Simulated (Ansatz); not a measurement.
Equilibrium properties in the bcc structure, computed with PBE in Ansatz (plane waves, PAW datasets (generated soft set 1); cutoff 420 eV), no spin polarisation, no spin–orbit coupling, Fermi–Dirac smearing of 0.061 eV, k-spacing 0.06 Å⁻¹:

| crystal | a₀ (Å) | V₀ (Å³/atom) | B₀ (GPa) |
| --- | --- | --- | --- |
| Nd | 3.482 | 21.11 | 31 |
| Sm | 3.522 | 21.84 | 11.9 |
| Gd | 3.868 | 28.93 | 16.9 |
| Er | 4.077 | 33.88 | 19.0 |
| Lu | 3.899 | 29.63 | 43 |
| Os | 3.092 | 14.78 | 352 |

Task: Give the same for W, Dy, Yb.

Result: 
| crystal | a₀ (Å) | V₀ (Å³/atom) | B₀ (GPa) |
| --- | --- | --- | --- |
| W | 3.184 | 16.14 | 303 |
| Dy | 4.009 | 32.23 | 18.5 |
| Yb | 4.105 | 34.58 | 20 |

Model structures, not the usual forms at ambient conditions (metastable or hypothetical): Nd, Sm, Gd, Dy, Er, Yb, Lu, Os. The open f shell of Nd, Sm, Gd, Dy, Er is treated without spin here, so this is a model state and not the ground state. Semilocal functionals place the filled 4f shell of Yb metal too near the Fermi level and overbind it.
